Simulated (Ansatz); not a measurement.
Runs of Ansatz 0.2.0 on PbS. Symmetry: Cmcm, No. 63, orthorhombic system. The conventional cell has a = 4.160 Å, b = 11.983 Å, c = 4.279 Å, α = 90.00°, β = 90.00°, γ = 90.00°. Around Pb (site symmetry m2m) lie 5 S at 2.69 to 2.99 Å. S (site symmetry m2m) is surrounded by 5 Pb at 2.69 to 2.99 Å. Measurements of this composition are mostly on another form, of space group No. 225.

| task | level | cell | smearing | gap on the mesh (eV) | pressure (GPa) | relaxed volume (Å³/atom) | largest force (eV/Å) |
| --- | --- | --- | --- | --- | --- | --- | --- |
| relaxation of cell and atoms | PBEsol+D3(BJ) | relaxed | fermi-dirac 0.05 eV | 1.02 | 0.0 | 23.85 | - |
| single point | PBE | as given | gaussian 0.03 eV | 1.25 | 1.1 | - | 0.10 |
| relaxation of cell and atoms | BLYP+D3(BJ) | relaxed | fermi-dirac 0.05 eV | 1.27 | 0.0 | 25.94 | - |
| relaxation of cell and atoms | PBEsol+D4 | relaxed | fermi-dirac 0.05 eV | 1.05 | 0.0 | (a) | - |
| single point | PBE | as given | gaussian 0.029 eV | 1.25 | 1.1 | - | 0.10 |
| relaxation of cell and atoms | BLYP+D4 | relaxed | fermi-dirac 0.05 eV | 1.39 | 0.0 | (b) | 0.01 |

Alike in all rows: potentials or basis Ansatz PAW; no spin polarisation; k mesh 7 × 7 × 6; cutoff (eV) 420.

Task: Estimate the missing entries.

Result: (a) 24.33; (b) 28.46.

Caveats: odd divisions of the mesh miss points on the zone boundary, where band edges often lie, so the gap on the mesh can be too wide; spin-orbit coupling is left out, which as a rule narrows the gap of such compounds by several tenths of an eV; the plane-wave basis is chosen anew once the cell has moved, so the energies of steps on either side of that aren't comparable (some runs); the PAW data sets come from PBE, with cores solved anew for the run's functional, which leaves a small shift of forces and pressure (some runs).

A k mesh can miss the band edges, and the runs leave out spin-orbit coupling on Pb.
